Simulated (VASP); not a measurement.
# TlBr in VASP: reference runs

How does TlBr come out in PBE? The cell is run as given.

Program: VASP 6.6.1. These are calculated values, not measurements. Logs are shortened: lines on timing, memory, paths and dates and some standing lists are left out, and cuts for length are marked.

## 1. The cell of the first run

The cell holds a slab with vacuum, 8 atoms: a = 3.970 Å, b = 5.614 Å, c = 23.422 Å, α = 90.00°, β = 90.00°, γ = 90.00°.

## 2. Single point, PBE (the (1 1 0) slab of TlBr, cut from the database cell, not relaxed)

INCAR

```
  PREC = Accurate
  ENCUT = 520
  EDIFF = 1E-7
  ISMEAR = -1
  SIGMA = 0.05
  LREAL = F
  LASPH = T
  NELM = 80
  ALGO = Normal
  ISIF = 2
  LWAVE = F
  LCHARG = F
  LDIPOL = T
  IDIPOL = 3
  DIPOL = 0.5 0.5 0.500
  GGA = PE
  NBANDS = 50
```

KPOINTS

```
Automatic mesh
0
Gamma
  7 5 1
```

POSCAR

```
TlBr
1.0
    3.9700000000      0.0000000000      0.0000000000
    0.0000000000      5.6144278426      0.0000000000
    0.0000000000      0.0000000000     23.4216417639
Tl Br
4 4
Direct
    0.0000000000      0.5000000000      0.3202166644
    0.0000000000      0.0000000000      0.4400722215
    0.0000000000      0.5000000000      0.5599277785
    0.0000000000      0.0000000000      0.6797833356
    0.5000000000      0.0000000000      0.3202166644
    0.5000000000      0.5000000000      0.4400722215
    0.5000000000      0.0000000000      0.5599277785
    0.5000000000      0.5000000000      0.6797833356
```

Potentials or basis: VASP PAW PBE potentials, release 64 (Tl_d, Br).

Run with:

```console
> cat potpaw_PBE.64/Tl_d/POTCAR potpaw_PBE.64/Br/POTCAR > POTCAR
> mpirun -np 1 vasp_std > vasp.out
```

OUTCAR:

```text
PREC = Accurate
   ENCUT = 520
   EDIFF = 1E-7
   ISMEAR = -1
   LREAL = F
   LASPH = T
   NELM = 80
   ISIF = 2
   GGA = PE

 ion  position               nearest neighbor table
   1  0.000  0.500  0.320-   5 3.44   5 3.44   5 3.44   5 3.44   6 3.44   6 3.44   2 3.97   2 3.97

   2  0.000  0.000  0.440-   7 3.44   7 3.44   6 3.44   6 3.44   6 3.44   6 3.44   5 3.44   5 3.44
                             3 3.97   3 3.97   1 3.97   1 3.97
   3  0.000  0.500  0.560-   6 3.44   6 3.44   7 3.44   7 3.44   7 3.44   7 3.44   8 3.44   8 3.44
                             2 3.97   2 3.97   4 3.97   4 3.97
   4  0.000  0.000  0.680-   8 3.44   8 3.44   8 3.44   8 3.44   7 3.44   7 3.44   3 3.97   3 3.97

   5  0.500  0.000  0.320-   1 3.44   1 3.44   1 3.44   1 3.44   2 3.44   2 3.44
   6  0.500  0.500  0.440-   3 3.44   3 3.44   2 3.44   2 3.44   2 3.44   2 3.44   1 3.44   1 3.44

   7  0.500  0.000  0.560-   2 3.44   2 3.44   3 3.44   3 3.44   3 3.44   3 3.44   4 3.44   4 3.44

   8  0.500  0.500  0.680-   4 3.44   4 3.44   4 3.44   4 3.44   3 3.44   3 3.44

  LATTYP: Found a simple orthorhombic cell.
 ALAT       =     3.9700000000
 B/A-ratio  =     1.4142135624
 C/A-ratio  =     5.8996578750

  Lattice vectors:

 A1 = (   3.9700000000,   0.0000000000,   0.0000000000)
 A2 = (   0.0000000000,   5.6144278426,   0.0000000000)
 A3 = (   0.0000000000,   0.0000000000,  23.4216417639)

Analysis of symmetry for initial positions (statically):
=====================================================================
 Subroutine PRICEL returns:
 Original cell was already a primitive cell.

 Routine SETGRP: Setting up the symmetry group for a
 simple orthorhombic supercell.

 Subroutine GETGRP returns: Found  8 space group operations
 (whereof  4 operations were pure point group operations)
 out of a pool of  8 trial point group operations.

The static configuration has the point symmetry C_2v.
 The point group associated with its full space group is D_2h.

Analysis of symmetry for dynamics (positions and initial velocities):
=====================================================================
 Subroutine PRICEL returns:
 Original cell was already a primitive cell.

 Routine SETGRP: Setting up the symmetry group for a
 simple orthorhombic supercell.

 Subroutine GETGRP returns: Found  8 space group operations
 (whereof  4 operations were pure point group operations)
 out of a pool of  8 trial point group operations.

The dynamic configuration has the point symmetry C_2v.
 The point group associated with its full space group is D_2h.

 Subroutine INISYM returns: Found  8 space group operations
 (whereof  4 operations are pure point group operations),
 and found     1 'primitive' translations

----------------------------------------------------------------------------------------

                                     Primitive cell

  volume of cell :     522.0515

  direct lattice vectors                    reciprocal lattice vectors
     3.970000000  0.000000000  0.000000000     0.251889169  0.000000000  0.000000000
     0.000000000  5.614427843  0.000000000     0.000000000  0.178112539  0.000000000
     0.000000000  0.000000000 23.421641764     0.000000000  0.000000000  0.042695555

  length of vectors
     3.970000000  5.614427843 23.421641764     0.251889169  0.178112539  0.042695555

  position of ions in fractional coordinates (direct lattice)
     0.000000000  0.500000000  0.320216664
     0.000000000  0.000000000  0.440072222
     0.000000000  0.500000000  0.559927778
     0.000000000  0.000000000  0.679783336
     0.500000000  0.000000000  0.320216664
     0.500000000  0.500000000  0.440072222
     0.500000000  0.000000000  0.559927778
     0.500000000  0.500000000  0.679783336

  ion indices of the primitive-cell ions
   primitive index   ion index
                 1           1
                 2           2
                 3           3
                 4           4
                 5           5
                 6           6
                 7           7
                 8           8

----------------------------------------------------------------------------------------

 KPOINTS: Automatic mesh

Automatic generation of k-mesh.
 Grid dimensions read from file:
 generate k-points for:    7    5    1

 Generating k-lattice:

  Cartesian coordinates                     Fractional coordinates (reciprocal lattice)
     0.035984167  0.000000000  0.000000000     0.142857143  0.000000000  0.000000000
     0.000000000  0.035622508  0.000000000     0.000000000  0.200000000  0.000000000
     0.000000000  0.000000000  0.042695555     0.000000000  0.000000000  1.000000000

  Length of vectors
     0.035984167  0.035622508  0.042695555

  Shift w.r.t. Gamma in fractional coordinates (k-lattice)
     0.000000000  0.000000000  0.000000000

 Subroutine IBZKPT returns following result:
 ===========================================

 Found     12 irreducible k-points:

 Following reciprocal coordinates:
            Coordinates               Weight
  0.000000  0.000000  0.000000      1.000000
  0.142857  0.000000  0.000000      2.000000
  0.285714  0.000000  0.000000      2.000000
  0.428571  0.000000  0.000000      2.000000
  0.000000  0.200000  0.000000      2.000000
  0.142857  0.200000  0.000000      4.000000
  0.285714  0.200000  0.000000      4.000000
  0.428571  0.200000  0.000000      4.000000
  0.000000  0.400000  0.000000      2.000000
  0.142857  0.400000  0.000000      4.000000
  0.285714  0.400000  0.000000      4.000000
  0.428571  0.400000  0.000000      4.000000
   k-points           NKPTS =     12   k-points in BZ     NKDIM =     12   number of bands    NBANDS=     50
   number of dos      NEDOS =    301   number of ions     NIONS =      8
   total plane-waves  NPLWV = 226800
   dimension x,y,z NGX =    30 NGY =   42 NGZ =  180
   dimension x,y,z NGXF=    60 NGYF=   84 NGZF=  360
   ions per type =               4   4
   NGX,Y,Z   is equivalent  to a cutoff of  12.56, 12.44, 12.78 a.u.
   NGXF,Y,Z  is equivalent  to a cutoff of  25.13, 24.87, 25.55 a.u.
 SYSTEM =  unknown system
   PREC   = accura    normal or accurate (medium, high low for compatibility)
   ISTART =      0    job   : 0-new  1-cont  2-samecut
   ICHARG =      2    charge: 1-file 2-atom 10-const
   ISPIN  =      1    spin polarized calculation?
   LNONCOLLINEAR =      F non collinear calculations
   LSORBIT =      F    spin-orbit coupling
   LASPH  =      T    aspherical Exc in radial PAW
   ENCUT  =  520.0 eV  38.22 Ry    6.18 a.u.   7.38 10.44 43.55*2*pi/ulx,y,z
   NELM   =     80;   NELMIN=  2; NELMDL= -5     # of ELM steps
   EDIFF  = 0.1E-06   stopping-criterion for ELM
   LREAL  =      F    real-space projection
   EDIFFG = 0.1E-05   stopping-criterion for IOM
   NSW    =      0    number of steps for IOM
   IBRION =     -1    ionic relax: 0-MD 1-quasi-New 2-CG
   NFREE  =      0    steps in history (QN), initial steepest desc. (CG)
   ISIF   =      2    stress and relaxation
   ISYM   =      2    0-nonsym 1-usesym 2-fastsym
   POTIM  = 0.5000    time-step for ionic-motion
   TEBEG  =    0.0;   TEEND  =   0.0 temperature during run
   PSTRESS=    0.0 pullay stress
   NELECT =      80.0000    total number of electrons
   NUPDOWN=      -1.0000    fix difference up-down
   EMIN   =  10.00;   EMAX   =-10.00  energy-range for DOS
   EFERMI =   0.00;   METHOD = LEGACY
   ISMEAR =    -1;   SIGMA  =   0.05  broadening in eV -4-tet -1-fermi 0-gaus
   EFERMI_NEDOS =   21; number of points for ismear=-14 and -15
   IALGO  =     38    algorithm
   IMIX   =      4    mixing-type and parameters
     AMIX     =   0.40;   BMIX     =  1.00
     AMIX_MAG =   1.60;   BMIX_MAG =  1.00
  volume/ion in A,a.u.               =      65.26       440.37
  Fermi-wavevector in a.u.,A,eV,Ry     =   0.876060  1.655513 10.442208  0.767481
  Thomas-Fermi vector in A             =   1.995817
   LORBIT       =      0    0 simple, 1 ext, 2 COOP (PROOUT), +10 PAW based schemes
   GGA     = PE    functional components
   LHFCALC =     F    Hartree Fock is set to
   AEXX    =    0.0000 exact exchange contribution
   IVDW    =     0    specifies the selected vdW correction
   LEPSILON=     F    determine dielectric tensor
   LRPA    =     F    only Hartree local field effects (RPA)
 non-spin polarized calculation
  energy-cutoff  :      520.00
  volume of cell :      522.05
 maximum number of plane-waves:     14137
 NGX is ok and might be reduce to    30
   NGX = 15   NGY = 21   NGZ = 87

 dipolmoment           0.000000      0.000000      0.000000 electrons x Angstroem

 number of electron      80.0000015 magnetization

 dipolmoment           0.000000      0.000000     -0.000000 electrons x Angstroem

 Free energy of the ion-electron system (eV)
  ---------------------------------------------------
  ext. energy  EPLUGINS =         0.00000000
  ---------------------------------------------------
  free energy    TOTEN  =       -21.85887451 eV

  energy without entropy =      -21.85887451  energy(sigma->0) =      -21.85887451

 E-fermi :  -0.7243     XC(G=0):  -4.8059

 val. band max:       -1.8284145218   @ k =   0.1429   0.4000   0.0000
 cond. band min:       0.4813005617   @ k =   0.4286   0.0000   0.0000
 fundamental gap:      2.3097150835
 Fermi energy:        -0.7243004792

 k-point     1 :       0.0000    0.0000    0.0000
  band No.  band energies     occupation
      1     -15.3648      2.00000
      2     -15.1884      2.00000
      3     -14.8120      2.00000
      4     -14.8112      2.00000
      5     -11.9345      2.00000
      6     -11.9342      2.00000
[... 42 lines left out ...]
     49       4.5591      0.00000
     50       4.9692      0.00000
[... 581 lines left out ...]
     49       3.6287      0.00000
     50       4.0636      0.00000

------------------------ aborting loop because EDIFF is reached ----------------------------------------

 vacuum level on the upper side and lower side of the slab       (xc-potential included)        -0.038        -0.038

  FORCE on cell =-STRESS in cart. coord.  units (eV):
  Direction    XX          YY          ZZ          XY          YZ          ZX
  --------------------------------------------------------------------------------------
  -------------------------------------------------------------------------------------
  Total        1.4523972     -0.1819960      0.6249458      0.0000000      0.0000000      0.0000000
  in kB        4.4574107     -0.5585462      1.9179601      0.0000000      0.0000000      0.0000000
  external PRESSURE =       1.9389415 kB  Pullay stress =       0.0000000 kB

 VOLUME and BASIS-vectors are now :
 -----------------------------------------------------------------------------
  energy-cutoff  :      520.00
  volume of cell :      522.05
      direct lattice vectors                 reciprocal lattice vectors
     3.970000000  0.000000000  0.000000000     0.251889169  0.000000000  0.000000000
     0.000000000  5.614427843  0.000000000     0.000000000  0.178112539  0.000000000
     0.000000000  0.000000000 23.421641764     0.000000000  0.000000000  0.042695555

 POSITION                                       TOTAL-FORCE (eV/Angst)
 -----------------------------------------------------------------------------------
      0.00000      2.80721      7.50000         0.000000      0.000000      0.051317
      0.00000      0.00000     10.30721         0.000000      0.000000     -0.114762
      0.00000      2.80721     13.11443         0.000000      0.000000      0.114762
      0.00000      0.00000     15.92164         0.000000      0.000000     -0.051317
      1.98500      0.00000      7.50000         0.000000      0.000000     -0.031872
      1.98500      2.80721     10.30721         0.000000      0.000000     -0.189350
      1.98500      0.00000     13.11443         0.000000      0.000000      0.189350
      1.98500      2.80721     15.92164         0.000000      0.000000      0.031872
 -----------------------------------------------------------------------------------
    total drift:                               -0.000000      0.000000     -0.000000

  FREE ENERGIE OF THE ION-ELECTRON SYSTEM (eV)
  ---------------------------------------------------
  free  energy   TOTEN  =       -21.8588745101 eV

  energy  without entropy=      -21.8588745100  energy(sigma->0) =      -21.85887451

 vacuum level on the upper side and lower side of the slab         3.712         3.712
```

It took 6 min on 1 thread of AMD EPYC 7R43 (Zen 3), shared host; peak memory 0.58 GiB.

What came out:

* Free energy: -21.8589 eV
* Largest force: 0.189 eV/Å
* Band gap on the k mesh: 2.31 eV, indirect (least direct gap 2.40 eV)

Forces in eV/Å, atoms in the order of the input:
```
Tl   0.000  0.000  0.051
Tl   0.000  0.000 -0.115
Tl   0.000  0.000  0.115
Tl   0.000  0.000 -0.051
Br   0.000  0.000 -0.032
Br   0.000  0.000 -0.189
Br   0.000  0.000  0.189
Br   0.000  0.000  0.032
```

Caveat: spin-orbit coupling is left out, which as a rule narrows the gap of such compounds by several tenths of an eV.
